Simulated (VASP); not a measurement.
Input of a VASP 6.6.1 run:

File INCAR:

```
SYSTEM = TiO
PREC = Accurate
ENCUT = 520
EDIFF = 1E-7
ISMEAR = 0
SIGMA = 0.05
LREAL = .False.
LASPH = .True.
NELM = 150
ALGO = Fast
ISIF = 2
LWAVE = .False.
LCHARG = .True.
ISPIN = 2
MAGMOM = 0.05 0.05 0 0
LORBIT = 11
LMAXMIX = 4
GGA = PS
LELF = .True.
LVHAR = .True.
NBANDS = 30
```

File KPOINTS:

```
regular mesh
0
Gamma
  10 10 6
  0 0 0
```

POSCAR

```
TiO
1.0
    3.1921721637      0.0000000000      0.0000000000
    0.0000000000      3.1921721637      0.0000000000
    0.0000000000      0.0000000000      4.9078931377
Ti O
2 2
Direct
    0.0000000000      0.5000000000      0.0000000000
    0.5000000000      0.0000000000      0.5000000000
    0.0000000000      0.0000000000      0.2500000000
    0.0000000000      0.0000000000      0.7500000000
```

Potentials or basis: VASP PAW PBE potentials, release 64 (Ti_sv, O).

Launch:

```sh
$ cat potpaw_PBE.64/Ti_sv/POTCAR potpaw_PBE.64/O/POTCAR > POTCAR
$ mpirun -np 1 vasp_std > vasp.out
```

(1) What does it give for the pressure?

(2) Predict the net moment.

(3) Estimate the band gap on the k mesh.

Answers

(1) -6.4 GPa.

(2) 0.00 μB per cell.

(3) none (metal or under the smearing width).

Caveat: the PAW data sets were made with another functional, which shifts forces and pressure a little; semilocal functionals often make such compounds metallic where correlation or magnetic order opens a gap, which also shifts bond lengths.
